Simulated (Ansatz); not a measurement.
**Ta(100) with 4 layers of random Ta-Mo, 2x2: scattering by chemical disorder**

How strongly does chemical disorder scatter in Ta(100) with 4 layers of random Ta-Mo, 2x2?

Method: Ansatz plane-wave DFT, PBE, PAW files; ballistic transport by layer matching (Landauer), zero bias; PAW set soft_1, in Ansatz 0.2.0.

Most raw output is cut from this account.

### Step 1. The starting structure

The cell holds 56 atoms: 44 Ta and 12 Mo. Its edges and angles: a = 6.605 Å, b = 6.605 Å, c = 23.118 Å, α = 90.0°, β = 90.0°, γ = 90.0°. It derives from Ta. Regions: lead, 40 atoms (40 Ta); scattering region, 16 atoms (12 Mo and 4 Ta). The structure is stacked along c, and the current runs across the ab planes.

### Step 2. With 4 alloy layers

In 4 layers a share of 0.75 of the sites is given to Mo at random. The layers about the cell's end stay perfect and serve as the lead. Energies from -0.05 to 0.05 eV in steps of 0.05 eV are too few for the program's thermal sum, so it prints no conductance; for a metal the transmission near the Fermi level serves, at a fraction of the cost.

Contents of input.yaml:

```yaml
crystal:
  lattice:
    - [6.60512, 0.0, 0.0]
    - [0.0, 6.60512, 0.0]
    - [0.0, 0.0, 23.11792]
  atoms:
    - { symbol: Ta, position: [0.0, 0.0, 0.0357142857] }
    - { symbol: Ta, position: [0.0, 0.5, 0.0357142857] }
    - { symbol: Ta, position: [0.5, 0.0, 0.0357142857] }
    - { symbol: Ta, position: [0.5, 0.5, 0.0357142857] }
    - { symbol: Ta, position: [0.25, 0.25, 0.1071428571] }
    - { symbol: Ta, position: [0.25, 0.75, 0.1071428571] }
    - { symbol: Ta, position: [0.75, 0.25, 0.1071428571] }
    - { symbol: Ta, position: [0.75, 0.75, 0.1071428571] }
[... 44 atom lines left out ...]
    - { symbol: Ta, position: [0.25, 0.25, 0.9642857143] }
    - { symbol: Ta, position: [0.25, 0.75, 0.9642857143] }
    - { symbol: Ta, position: [0.75, 0.25, 0.9642857143] }
    - { symbol: Ta, position: [0.75, 0.75, 0.9642857143] }
kpoints:
  mp_grid: { grid: [4, 4, 1] }
hamiltonian:
  xc: pbe
  pseudopotentials: { kind: paw, azcp: { folder: soft_1 } }
scf:
  occupations: { method: fermi_dirac, width: 0.1 }
output:
  transmission: { leads: [[0, 4]], kmesh: [8, 8], e_range: [-0.05, 0.05], de: 0.05 }
  write_potential: true
  write_density: true
  volumetric_format: npy
```

Run with:

```
ansatz run input.yaml --threads 4 --pin off --max-ram 15360MiB --backend cpu --events-out ev --progress --plain --runs-dir out
```

It took 13 min on 4 threads of Arm Neoverse V1, shared host; peak memory 8.4 GiB.

Numbers from this step:

| Quantity | Value |
| --- | --- |
| free energy | -496536.8959 eV |
| energy at zero smearing | -496535.9419 eV |
| Fermi energy | 18.30 eV |
| cell area | 43.63 Å² |
| transmission per spin nearest the Fermi level | 5.805 |
| open channels per spin nearest the Fermi level | 10.48 |
| step of the lead's potential | 3.6 meV |

Per spin. Table of transmission, zone mean by energy, zero at the Fermi level:

| energy (eV) | transmission, zone mean |
| --- | --- |
| -0.0500 | 5.95 |
| 0.0000 | 5.80 |
| 0.0500 | 5.59 |

Per spin. Open channels, zone mean, lead against energy, zero at the Fermi level:

| energy (eV) | open channels, zone mean, lead |
| --- | --- |
| -0.0500 | 10.3 |
| 0.0000 | 10.5 |
| 0.0500 | 9.86 |

Transmission over k1 and k2. At 0.0000 eV from the Fermi level.

Values, 8 rows by 8 columns:
```
2.94 2.75 3.91 5.26 6.01 5.27 3.65 2.63
2.40 3.91 7.17 8.46 8.63 8.38 7.08 3.65
4.21 5.26 8.46 8.78 9.13 9.04 8.38 5.27
5.39 6.01 8.63 9.13 9.69 9.13 8.63 6.01
4.21 5.27 8.38 9.04 9.13 8.78 8.46 5.26
2.40 3.65 7.08 8.38 8.63 8.46 7.17 3.91
2.94 2.63 3.65 5.27 6.01 5.26 3.91 2.75
3.18 2.94 2.40 4.21 5.39 4.21 2.40 2.94
```
Columns: k1 (b1) from -0.5 to 0.375; rows upwards: k2 (b2) from -0.5 to 0.375.

Open channels over k1 and k2. At 0.0000 eV from the Fermi level.

Values, 8 rows by 8 columns:
```
 6.0  4.0  9.0 12.0 12.0 12.0  9.0  4.0
 8.0  9.0 13.0 14.0 14.0 14.0 13.0  9.0
10.0 12.0 14.0 11.0 11.0 11.0 14.0 12.0
10.0 12.0 14.0 11.0 11.0 11.0 14.0 12.0
10.0 12.0 14.0 11.0 11.0 11.0 14.0 12.0
 8.0  9.0 13.0 14.0 14.0 14.0 13.0  9.0
 6.0  4.0  9.0 12.0 12.0 12.0  9.0  4.0
 4.0  6.0  8.0 10.0 10.0 10.0  8.0  6.0
```
Columns: k1 (b1) from -0.5 to 0.375; rows upwards: k2 (b2) from -0.5 to 0.375.

Over the solved energies the transmission per spin lies between 5.59 and 5.95, out of 10.2 channels of the lead on average (up to 10.5).

### Step 3. With 8 alloy layers

In 8 layers a share of 0.75 of the sites is given to Mo at random. A fresh draw is used; the growth of the resistance with length is what counts.

System of this step: Ta(100) with 8 layers of random Ta-Mo, 2x2. The cell holds 72 atoms: 48 Ta and 24 Mo. Its edges and angles: a = 6.605 Å, b = 6.605 Å, c = 29.723 Å, α = 90.0°, β = 90.0°, γ = 90.0°. It derives from Ta. Regions: lead, 40 atoms (40 Ta); scattering region, 32 atoms (8 Ta and 24 Mo). The structure is stacked along c, and the current runs across the ab planes.

Contents of input.yaml:

```yaml
crystal:
  lattice:
    - [6.60512, 0.0, 0.0]
    - [0.0, 6.60512, 0.0]
    - [0.0, 0.0, 29.72304]
  atoms:
    - { symbol: Ta, position: [0.0, 0.0, 0.0277777778] }
    - { symbol: Ta, position: [0.0, 0.5, 0.0277777778] }
    - { symbol: Ta, position: [0.5, 0.0, 0.0277777778] }
    - { symbol: Ta, position: [0.5, 0.5, 0.0277777778] }
    - { symbol: Ta, position: [0.25, 0.25, 0.0833333333] }
    - { symbol: Ta, position: [0.25, 0.75, 0.0833333333] }
    - { symbol: Ta, position: [0.75, 0.25, 0.0833333333] }
    - { symbol: Ta, position: [0.75, 0.75, 0.0833333333] }
[... 60 atom lines left out ...]
    - { symbol: Ta, position: [0.25, 0.25, 0.9722222222] }
    - { symbol: Ta, position: [0.25, 0.75, 0.9722222222] }
    - { symbol: Ta, position: [0.75, 0.25, 0.9722222222] }
    - { symbol: Ta, position: [0.75, 0.75, 0.9722222222] }
kpoints:
  mp_grid: { grid: [4, 4, 1] }
hamiltonian:
  xc: pbe
  pseudopotentials: { kind: paw, azcp: { folder: soft_1 } }
scf:
  occupations: { method: fermi_dirac, width: 0.1 }
output:
  transmission: { leads: [[0, 4]], kmesh: [8, 8], e_range: [-0.05, 0.05], de: 0.05 }
  write_potential: true
  write_density: true
  volumetric_format: npy
```

Run time: 35 min. Hardware: 4 threads; peak memory 8.5 GiB.

This step gave:

```
free energy                                   : -595742.1147 eV
energy at zero smearing                       : -595740.9624 eV
Fermi energy                                  : 18.21 eV
transmission per spin nearest the Fermi level : 4.475
step of the lead's potential                  : 6.9 meV
```

Per spin. Transmission, zone mean against energy, zero at the Fermi level:

| energy (eV) | transmission, zone mean |
| --- | --- |
| -0.0500 | 4.51 |
| 0.0000 | 4.47 |
| 0.0500 | 4.45 |

Over the solved energies the transmission per spin lies between 4.45 and 4.51, out of 10.3 channels of the lead on average (up to 10.5).

### Step 4. With 12 alloy layers

In 12 layers a share of 0.75 of the sites is given to Mo at random. A fresh draw is used; the growth of the resistance with length is what counts.

System of this step: Ta(100) with 12 layers of random Ta-Mo, 2x2. The cell holds 88 atoms: 52 Ta and 36 Mo. Its edges and angles: a = 6.605 Å, b = 6.605 Å, c = 36.328 Å, α = 90.0°, β = 90.0°, γ = 90.0°. It derives from Ta. Regions: lead, 40 atoms (40 Ta); scattering region, 48 atoms (36 Mo and 12 Ta). The structure is stacked along c, and the current runs across the ab planes.

Contents of input.yaml:

```yaml
crystal:
  lattice:
    - [6.60512, 0.0, 0.0]
    - [0.0, 6.60512, 0.0]
    - [0.0, 0.0, 36.32816]
  atoms:
    - { symbol: Ta, position: [0.0, 0.0, 0.0227272727] }
    - { symbol: Ta, position: [0.0, 0.5, 0.0227272727] }
    - { symbol: Ta, position: [0.5, 0.0, 0.0227272727] }
    - { symbol: Ta, position: [0.5, 0.5, 0.0227272727] }
    - { symbol: Ta, position: [0.25, 0.25, 0.0681818182] }
    - { symbol: Ta, position: [0.25, 0.75, 0.0681818182] }
    - { symbol: Ta, position: [0.75, 0.25, 0.0681818182] }
    - { symbol: Ta, position: [0.75, 0.75, 0.0681818182] }
[... 76 atom lines left out ...]
    - { symbol: Ta, position: [0.25, 0.25, 0.9772727273] }
    - { symbol: Ta, position: [0.25, 0.75, 0.9772727273] }
    - { symbol: Ta, position: [0.75, 0.25, 0.9772727273] }
    - { symbol: Ta, position: [0.75, 0.75, 0.9772727273] }
kpoints:
  mp_grid: { grid: [4, 4, 1] }
hamiltonian:
  xc: pbe
  pseudopotentials: { kind: paw, azcp: { folder: soft_1 } }
scf:
  occupations: { method: fermi_dirac, width: 0.1 }
output:
  transmission: { leads: [[0, 4]], kmesh: [8, 8], e_range: [-0.05, 0.05], de: 0.05 }
  write_potential: true
  write_density: true
  volumetric_format: npy
```

Wall time 49 min (4 threads); peak memory 9 GiB; 2.9 h of CPU time.

Numbers from this step:

- free energy: -694947.7164 eV
- energy at zero smearing: -694946.4082 eV
- Fermi energy: 18.16 eV
- transmission per spin nearest the Fermi level: 3.770
- step of the lead's potential: 7.8 meV

Per spin. Table of transmission, zone mean by energy, zero at the Fermi level:

| energy (eV) | transmission, zone mean |
| --- | --- |
| -0.0500 | 3.86 |
| 0.0000 | 3.77 |
| 0.0500 | 3.70 |

Over the solved energies the transmission per spin lies between 3.70 and 3.86, out of 10.2 channels of the lead on average (up to 10.5).

### Step 5. The fit

This step: Ansatz plane-wave DFT, PBE, PAW files; ballistic transport by layer matching (Landauer), zero bias; residual resistivity from the slope of the area resistance, atoms on the host's lattice; PAW set soft_1 (Ansatz 0.2.0).

This step gave:

```yaml
resistivity: 39.23 µΩ cm
intercept: 0.1723 fΩ m²
scatter_about_the_fit: 0.01257 fΩ m²
```

Resistance, by row:

| run | length (Å) | T | channels N | RA (fΩ m²) |
| --- | --- | --- | --- | --- |
| n4 | 6.605 | 5.782 | 10.21 | 0.4225 |
| n8 | 13.21 | 4.478 | 10.26 | 0.7083 |
| n12 | 19.82 | 3.774 | 10.21 | 0.9407 |

The area resistance by length of the alloy:

| length of the alloy (Å) | area resistance (fΩ m²) |
| --- | --- |
| 6.61 | 0.423 |
| 13.21 | 0.708 |
| 19.82 | 0.941 |

The area resistance goes from 0.42 to 0.94 fΩ m² between 6.6 and 19.8 Å, a slope of 39 µΩ cm.

By hand from the end points: (0.9407 − 0.4225) fΩ m² / (19.82 − 6.61) Å = 39 µΩ cm, since 1 fΩ m² per Å is 1000 µΩ cm.

### Step 6. What came out

```
resistivity from the slope  : 39.2 µΩ cm
area resistance over 6.61 Å : 0.423 fΩ m²
area resistance over 13.2 Å : 0.708 fΩ m²
area resistance over 19.8 Å : 0.941 fΩ m²
```

**Reading.** The slope gives 39 µΩ cm. The points scatter by 0.013 fΩ m² about the line, with one random draw a length in a 2x2 cell, so the slope is a rough value. Read with a model of isotropic scattering on a spherical Fermi surface and the lead's 1.8×10¹⁵ S/m², this slope means a mean free path near 11 Å (a rough figure, since the alloy's own channel count differs); over these lengths the model's slope is within 3 % of its bulk resistivity. The atoms sit on the host's lattice, so scattering by size misfit is left out. Spin-orbit coupling is left out, which matters for Ta.

[Logs are printed without paths, hosts, clocks, repeated set-up lines and the standing remarks that a program may print on its own settings, such as how far it seeks lower states.]

[Hosts, paths, dates, database ids (printed as entryN), source tags and the programs' standing remarks are cut or masked in the printed files.]
